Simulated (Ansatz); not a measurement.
## Stiffness of compounds in space group Fm-3m

The calculation used Ansatz 0.2.0, DFT, PBE, all-electron LAPW, scalar-relativistic.

All compounds have space group Fm-3m with 1 atom in the primitive cell. V0, B0 and B0′ come from third-order Birch–Murnaghan fits to pressures at five volumes, with shape and internal coordinates held; prototypes and MP cells needn't be known phases. Spin-polarised runs start from parallel moments; other orders may lie lower.

Spin–orbit coupling is left out, though it moves levels of the heavy atoms by tenths of an eV or more.

Te: Te 4a (0.000 0.000 0.000); fcc type, relaxed by us; 14×14×14 mesh, smearing 0.05 eV; no spin
V: V 4a (0.000 0.000 0.000); COD 1534881, reported; 16×16×16 mesh, smearing 0.05 eV; polarised, ending at 0.0 μB
Os: Os 4a (0.000 0.000 0.000); fcc type, relaxed by us; 17×17×17 mesh, smearing 0.05 eV; no spin
Au: Au 4a (0.000 0.000 0.000); fcc type, relaxed by us; 14×14×14 mesh, smearing 0.03 eV; no spin
Rb: Rb 4a (0.000 0.000 0.000); fcc type, relaxed by us; 11×11×11 mesh, smearing 0.03 eV; no spin
Mo: Mo 4a (0.000 0.000 0.000); fcc type, relaxed by us; 18×18×18 mesh, smearing 0.05 eV; no spin

Question: Order the compounds by bulk modulus, lowest first.
A. V
B. Te
C. Au
D. Rb
E. Os
F. Mo

Answer: D (3 GPa), B (52 GPa), C (140 GPa), A (176 GPa), F (239 GPa), E (389 GPa).
